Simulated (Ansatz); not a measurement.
Runs of Ansatz 0.2.0 on Se. The structure is cubic, space group Pm-3m (No. 221). The conventional cell has a = 2.811 Å, b = 2.811 Å, c = 2.811 Å, α = 90.00°, β = 90.00°, γ = 90.00°. Se (site symmetry m-3m) is surrounded by 6 Se at 2.81 Å. This isn't the form of Se at room conditions, which is trigonal, of chains.

```tsv
task	level	spin	cell	k mesh	cutoff (eV)	points for each segment of the path	gap on the mesh (eV)	pressure (GPa)	relaxed volume (Å³/atom)
relaxation of cell and atoms	LDA	off	relaxed	9 × 9 × 9	420	-	none	0.0	(a)
single point	PBE	off	as given	9 × 9 × 9	420	-	none	2.0	-
band structure	PBE	off	as given	9 × 9 × 9	420	14	none	2.0	-
relaxation of cell and atoms	LDA	off	relaxed	7 × 7 × 7	420	-	none	0.0	21.13
relaxation of cell and atoms	BLYP	off	relaxed	9 × 9 × 9	420	-	none	0.0	(b)
band structure	LDA	off	as given	7 × 7 × 7	420	14	none	-3.7	-
band structure	LDA	SOC, no magnetisation	as given	7 × 7 × 7	420	14	none	-3.5	-
relaxation of cell and atoms	r2SCAN	off	relaxed	9 × 9 × 9	500	-	none	0.0	22.44
```

Alike in all rows: potentials or basis Ansatz PAW; smearing fermi-dirac 0.05 eV.

Question: Fill in the values left out.

Answer: (a) 21.33; (b) 24.74.

Caveats: the PAW data sets come from PBE, with cores solved anew for the run's functional, which leaves a small shift of forces and pressure (some runs); the plane-wave basis is chosen anew once the cell has moved, so the energies of steps on either side of that aren't comparable (some runs).

A k mesh can miss the band edges, and rows without SOC leave out spin-orbit coupling on Se.

A gap of «none» marks a metal or a gap under the smearing width.
